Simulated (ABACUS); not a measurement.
FeO under changes of volume

One of the cells (10.695 Å³/atom); the others are scaled copies at fixed shape and fractional positions:

```
Fe O
1.0
    -1.60210    1.60210    2.08339
     1.60210   -1.60210    2.08339
     1.60210    1.60210   -2.08339
Fe O
1 1
Direct
  0.00000 0.00000 0.00000
  0.50000 0.50000 0.00000
```

The cell comes from a database or a generator and needn't be the stable form of this composition.

```yaml
Program: ABACUS 3.10.1
Functional: PBE
Potentials_or_basis: PseudoDojo NC SR 0.4.1 PBE standard
Cutoff: 1225 eV
Density_cutoff: 4898 eV
Basis: plane waves
k_mesh: 12 × 12 × 12
Occupations: fermi-dirac, width 0.05 eV
Spin: collinear spin, ferromagnetic start
Starting_moments: "[3.0, 0.0] μB"
```

```tsv
volume (Å³/atom)	energy over the lowest point (meV/atom)	pressure (GPa)
10.053	0.00	0.7
10.267	?	?
10.481	7.91	-6.4
10.695	18.40	-9.3
10.909	32.63	-11.9
11.123	50.17	-14.2
11.337	70.57	-16.3
```

**Question.** What does the run at 10.267 Å³/atom give?

**Answer.** Energy over the lowest point 1.61 meV/atom; pressure -3.0 GPa.

Worked out: A Birch-Murnaghan fit of order 3 (a polynomial in V^(-2/3)) to the other rows has its minimum at 10.09 Å³/atom with B0 = V·E''(V) = 184 GPa and B' = 4.7 at fixed shape and positions, which overstates the stiffness. It gives 1.58 meV/atom at 10.267 Å³/atom, against the run's 1.61, and -dE/dV = -3.0 GPa, against -3.0.

Energies are extrapolated to zero smearing.

Caveats: a cell with one magnetic atom can't hold antiferromagnetic order, which such compounds often take.
